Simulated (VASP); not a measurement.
# TiC (P-6m2) in VASP: notebook

Runs on TiC. Level: PBE. Tasks: single point, relaxation of cell and atoms.

All numbers are computed with VASP 6.6.1; they aren't measurements. Logs are shortened: lines on timing, memory, paths and dates and some standing lists are left out, and cuts for length are marked.

### Step 1. The cell of the first run

It takes space group P-6m2 (No. 187, hexagonal). The conventional cell has a = 3.045 Å, b = 3.045 Å, c = 2.694 Å, α = 90.00°, β = 90.00°, γ = 120.00°. Ti (site symmetry -6m2) has 6 C at 2.21 Å as nearest neighbours. C (site symmetry -6m2) has 6 Ti at 2.21 Å as nearest neighbours.

The cell comes from a database or a generator and needn't be the stable form of this composition.

### Step 2. Single point, PBE (cell and atoms relaxed from a first guess)

The input, INCAR:

```
SYSTEM = TiC
PREC = Accurate ; ENCUT = 520
EDIFF = 1E-6 ; ISMEAR = -1
SIGMA = 0.08 ; LREAL = .FALSE.
LASPH = .TRUE. ; NELM = 100
ALGO = Normal ; ISIF = 2
LWAVE = .FALSE. ; LCHARG = .FALSE.
GGA = PE ; NBANDS = 15
```

The input, KPOINTS:

```
Automatic mesh
0
G
  16 16 14
  0 0 0
```

The input, POSCAR:

```
TiC
1.0
    3.0452841791      0.0000000000      0.0000000000
   -1.5226420896      2.6372934609      0.0000000000
    0.0000000000      0.0000000000      2.6939039114
Ti C
1 1
Direct
    0.0000000000      0.0000000000      0.0000000000
    0.3333333333      0.6666666667      0.5000000000
```

Potentials or basis: VASP PAW PBE potentials, release 64 (Ti_sv, C).

The run is started by

```sh
$ cat potpaw_PBE.64/Ti_sv/POTCAR potpaw_PBE.64/C/POTCAR > POTCAR
$ mpirun -np 1 vasp_std > vasp.out
```

OUTCAR:

```text
SYSTEM = TiC
   PREC = Accurate
   ENCUT = 520
   EDIFF = 1E-6
   ISMEAR = -1
   LREAL = .FALSE.
   LASPH = .TRUE.
   NELM = 100
   ISIF = 2
   GGA = PE

 ion  position               nearest neighbor table
   1  0.000  0.000  0.000-   2 2.21   2 2.21   2 2.21   2 2.21   2 2.21   2 2.21
   2  0.333  0.667  0.500-   1 2.21   1 2.21   1 2.21   1 2.21   1 2.21   1 2.21

  LATTYP: Found a hexagonal cell.
 ALAT       =     3.0452841791
 C/A-ratio  =     0.8846149499

  Lattice vectors:

 A1 = (   3.0452841791,   0.0000000000,   0.0000000000)
 A2 = (  -1.5226420896,   2.6372934609,   0.0000000000)
 A3 = (   0.0000000000,   0.0000000000,   2.6939039114)

Analysis of symmetry for initial positions (statically):
=====================================================================
 Subroutine PRICEL returns:
 Original cell was already a primitive cell.

 Routine SETGRP: Setting up the symmetry group for a
 hexagonal supercell.

 Subroutine GETGRP returns: Found 12 space group operations
 (whereof 12 operations were pure point group operations)
 out of a pool of 24 trial point group operations.

The static configuration has the point symmetry D_3h.

Analysis of symmetry for dynamics (positions and initial velocities):
=====================================================================
 Subroutine PRICEL returns:
 Original cell was already a primitive cell.

 Routine SETGRP: Setting up the symmetry group for a
 hexagonal supercell.

 Subroutine GETGRP returns: Found 12 space group operations
 (whereof 12 operations were pure point group operations)
 out of a pool of 24 trial point group operations.

The dynamic configuration has the point symmetry D_3h.

 Subroutine INISYM returns: Found 12 space group operations
 (whereof 12 operations are pure point group operations),
 and found     1 'primitive' translations

----------------------------------------------------------------------------------------

                                     Primitive cell

  volume of cell :      21.6356

  direct lattice vectors                    reciprocal lattice vectors
     3.045284179  0.000000000  0.000000000     0.328376579  0.189588306  0.000000000
    -1.522642090  2.637293461  0.000000000     0.000000000  0.379176612  0.000000000
     0.000000000  0.000000000  2.693903911     0.000000000  0.000000000  0.371208489

  length of vectors
     3.045284179  3.045284179  2.693903911     0.379176612  0.379176612  0.371208489

[... 90 lines left out ...]
   PSTRESS=    0.0 pullay stress
   NELECT =      16.0000    total number of electrons
   NUPDOWN=      -1.0000    fix difference up-down
   EMIN   =  10.00;   EMAX   =-10.00  energy-range for DOS
   EFERMI =   0.00;   METHOD = LEGACY
   ISMEAR =    -1;   SIGMA  =   0.08  broadening in eV -4-tet -1-fermi 0-gaus
   EFERMI_NEDOS =   21; number of points for ismear=-14 and -15
   IALGO  =     38    algorithm
   IMIX   =      4    mixing-type and parameters
     AMIX     =   0.40;   BMIX     =  1.00
     AMIX_MAG =   1.60;   BMIX_MAG =  1.00
  volume/ion in A,a.u.               =      10.82        73.00
  Fermi-wavevector in a.u.,A,eV,Ry     =   1.480444  2.797634 29.820092  2.191715
  Thomas-Fermi vector in A             =   2.594478
   LORBIT       =      0    0 simple, 1 ext, 2 COOP (PROOUT), +10 PAW based schemes
   GGA     = PE    functional components
   LHFCALC =     F    Hartree Fock is set to
   AEXX    =    0.0000 exact exchange contribution
   IVDW    =     0    specifies the selected vdW correction
   LEPSILON=     F    determine dielectric tensor
   LRPA    =     F    only Hartree local field effects (RPA)
 non-spin polarized calculation
  energy-cutoff  :      520.00
  volume of cell :       21.64
 maximum number of plane-waves:       594
 NGX is ok and might be reduce to    24
   NGX = 11   NGY = 11   NGZ = 11

 number of electron      16.0000001 magnetization

 Free energy of the ion-electron system (eV)
  ---------------------------------------------------
  ext. energy  EPLUGINS =         0.00000000
  ---------------------------------------------------
  free energy    TOTEN  =       -17.35919846 eV

  energy without entropy =      -17.34988794  energy(sigma->0) =      -17.35454320

 E-fermi :   8.5995     XC(G=0): -12.2912

 val. band max:        8.5855440517   @ k =   0.2500   0.1875   0.0000
 cond. band min:       8.6000955336   @ k =   0.3750  -0.0000   0.0714
 fundamental gap:      0.0145514819
 Fermi energy:         8.5995077305

 k-point     1 :       0.0000    0.0000    0.0000
  band No.  band energies     occupation
      1     -47.9369      2.00000
      2     -24.0953      2.00000
      3     -24.0953      2.00000
      4     -23.6291      2.00000
      5      -3.3893      2.00000
      6       7.0060      2.00000
      7       7.0060      2.00000
      8       7.6576      1.99998
      9      10.9346      0.00000
     10      11.9517      0.00000
     11      11.9517      0.00000
     12      14.2869      0.00000
     13      14.2869      0.00000
     14      16.1079      0.00000
[... 401 lines left out ...]
      2     -24.4037      2.00000
      3     -24.2225      2.00000
      4     -23.5877      2.00000
      5      -1.3967      2.00000
      6       4.5177      2.00000
      7       7.0941      2.00000
      8       8.5855      1.08705
      9       9.0369      0.00841
     10      11.4376      0.00000
     11      11.9026      0.00000
     12      12.5303      0.00000
     13      15.1902      0.00000
     14      20.0458      0.00000
     15      23.3185      0.00000

 [... further k-points ...]

------------------------ aborting loop because EDIFF is reached ----------------------------------------

  FORCE on cell =-STRESS in cart. coord.  units (eV):
  Direction    XX          YY          ZZ          XY          YZ          ZX
  --------------------------------------------------------------------------------------
  -------------------------------------------------------------------------------------
  Total        0.0112639      0.0112639      0.0091638     -0.0000000      0.0000000      0.0000000
  in kB        0.8341263      0.8341263      0.6786077     -0.0000000      0.0000000      0.0000000
  external PRESSURE =       0.7822867 kB  Pullay stress =       0.0000000 kB

 VOLUME and BASIS-vectors are now :
 -----------------------------------------------------------------------------
  energy-cutoff  :      520.00
  volume of cell :       21.64
      direct lattice vectors                 reciprocal lattice vectors
     3.045284179  0.000000000  0.000000000     0.328376579  0.189588306  0.000000000
    -1.522642090  2.637293461  0.000000000     0.000000000  0.379176612  0.000000000
     0.000000000  0.000000000  2.693903911     0.000000000  0.000000000  0.371208489

 POSITION                                       TOTAL-FORCE (eV/Angst)
 -----------------------------------------------------------------------------------
      0.00000      0.00000      0.00000         0.000000     -0.000000      0.000000
     -0.00000      1.75820      1.34695        -0.000000      0.000000      0.000000
 -----------------------------------------------------------------------------------
    total drift:                                0.000000     -0.000000     -0.000000

  FREE ENERGIE OF THE ION-ELECTRON SYSTEM (eV)
  ---------------------------------------------------
  free  energy   TOTEN  =       -17.3591984567 eV

  energy  without entropy=      -17.3498879397  energy(sigma->0) =      -17.35454320
```

stdout:

```text
POSCAR found type information on POSCAR TiC
 POSCAR found :  2 types and       2 ions
 scaLAPACK will be used
 LDA part: xc-table for (Slater+PW92), standard interpolation
 POSCAR, INCAR and KPOINTS ok, starting setup
 FFT: planning ... GRIDC
 FFT: planning ... GRID_SOFT
 FFT: planning ... GRID
 WAVECAR not read
 entering main loop
```

Run time: 22 s. Hardware: 1 thread of Intel Xeon 6975P-C (Granite Rapids), shared host; peak memory 0.19 GiB.

Results:

| Property | Result |
| --- | --- |
| Free energy | -17.3592 eV |
| Pressure | 0.1 GPa |
| Band gap on the k mesh | none (metal or under the smearing width) |

### Step 3. Relaxation of cell and atoms, PBE (cell and atoms relaxed from a first guess)

The input, INCAR:

```
SYSTEM = TiC
PREC = Accurate ; ENCUT = 600
EDIFF = 1E-6 ; ISMEAR = -1
SIGMA = 0.08 ; LREAL = .False.
LASPH = .True. ; NELM = 100
ALGO = Normal ; ISIF = 3
LWAVE = .False. ; LCHARG = .False.
GGA = PE ; IBRION = 2
NSW = 100 ; EDIFFG = -0.005
```

The input, KPOINTS:

```
Automatic mesh
0
Gamma
  16 16 14
  0 0 0
```

The input, POSCAR:

```
TiC
1.0
    2.9705734512      0.0000000000      0.0000000000
   -1.4852867256      2.5725920725      0.0000000000
    0.0000000000      0.0000000000      2.9111619821
Ti C
1 1
Direct
    0.0000000000      0.0000000000      0.0000000000
    0.3333333333      0.6666666667      0.5000000000
```

Potentials or basis: VASP PAW PBE potentials, release 64 (Ti_sv, C).

The run is started by

```sh
$ cat potpaw_PBE.64/Ti_sv/POTCAR potpaw_PBE.64/C/POTCAR > POTCAR
$ mpirun -np 1 vasp_std > vasp.out
```

It took 2.4 min on 1 thread of Intel Xeon 6975P-C (Granite Rapids), shared host; peak memory 0.22 GiB.

It converged, with:

```
Free energy                            : -17.3606 eV
Relaxed volume                         : 10.82 Å³/atom
Relaxed cell                           : a = 3.046 Å, b = 3.046 Å, c = 2.694 Å, α = 90.00°, β = 90.00°, γ = 120.00°
Space group after relaxing (to 0.05 Å) : P-6m2 (No. 187)
Energy gained by relaxing              : 81.9 meV/atom
Ionic steps                            : 12
Pressure after relaxing                : 0.0 GPa
Band gap on the k mesh                 : none (metal or under the smearing width)
```

Stress tensor (GPa, compression positive):
```
 0.05  0.00  0.00
 0.00  0.05  0.00
 0.00  0.00 -0.04
```

Step by step:
```
step  energy change (eV)  largest force (eV/Å)  pressure (GPa)  volume (Å³)
   1              0.0000                0.0000           -8.29        22.25
   2             -0.1009                0.0000           15.53        20.35
   3             -0.1462                0.0000            5.67        21.02
   4             -0.1622                0.0000           -2.23        21.88
   5             -0.1636                0.0000           -0.58        21.68
   6             -0.1639                0.0000            0.19        21.63
   7             -0.1639                0.0000            0.14        21.63
   8             -0.1639                0.0000            0.15        21.64
   9             -0.1638                0.0000           -0.19        21.66
  10             -0.1639                0.0000            0.04        21.64
  11             -0.1639                0.0000            0.08        21.64
  12             -0.1639                0.0000            0.02        21.65
```

Final structure:
```yaml
crystal:
  lattice:
    - [3.04603, 0.00000, 0.00000]
    - [-1.52302, 2.63794, 0.00000]
    - [0.00000, 0.00000, 2.69435]
  atoms:
    - { symbol: Ti, position: [0.00000, 0.00000, 0.00000] }
    - { symbol: C, position: [0.33333, 0.66667, 0.50000] }
```

Levels at points of the mesh, in eV from the Fermi level:
```tsv
k point	band 5	band 6	band 7	band 8	band 9	band 10	band 11	band 12
(0.00, 0.00, 0.00)	-11.99	-1.59	-1.59	-0.94	2.33	3.35	3.35	5.68
(0.50, 0.00, 0.00)	-9.60	-4.85	-0.74	-0.26	0.21	3.05	3.47	3.72
(0.00, 0.00, 0.50)	-8.84	-5.59	-0.51	-0.51	1.15	1.15	4.73	4.73
(0.50, 0.00, 0.50)	-8.77	-4.00	-2.55	-2.22	1.51	3.28	4.36	5.56
```
